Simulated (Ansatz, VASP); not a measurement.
# CdS (Greenockite): VASP beside Ansatz

```
Cd S
1.0
     4.06528    0.00000    0.00000
    -2.03264    3.52064    0.00000
     0.00000    0.00000    6.59947
Cd S
2 2
Direct
  0.66667 0.33333 0.50000
  0.33333 0.66667 0.00000
  0.66667 0.33333 0.87500
  0.33333 0.66667 0.37500
```

Change from the starting cell: volume scaled by 0.94.

Alike in both runs: task single point; functional PBE; k mesh 7 × 7 × 4; occupations fermi-dirac, width 0.05 eV; no spin polarisation.

```csv
,VASP,Ansatz
version,VASP 6.6.1,Ansatz 0.2.0
potentials or method,"VASP PAW PBE potentials, release 64 (Cd, S)",Ansatz PAW
plane-wave cutoff (eV),520,420
valence electrons in the cell,36,52
```

|  | VASP | Ansatz | Ansatz less VASP |
| --- | --- | --- | --- |
| gap on the k mesh at the Fermi level (eV) | 1.34 | 1.34 | -0.006 |
| least direct gap on the mesh (eV) | 1.34 | 1.34 | -0.006 |
| pressure (GPa) | 7.0 | 6.5 | -0.45 |
| largest component of the traceless stress (GPa) | 0.60 | 0.58 | -0.021 |
| rms of the force components (eV/Å) | 0.047 | 0.047 | -0.0007 |

Atom by atom the forces differ by 0.001 eV/Å (rms over components). The functional is the same, so the differences come from potentials, cutoffs and numerics. The two sets of potentials don't hold the same shells in valence.

Caveats: odd divisions of the mesh miss points on the zone boundary, where band edges often lie, so the gap on the mesh can be too wide (Ansatz).
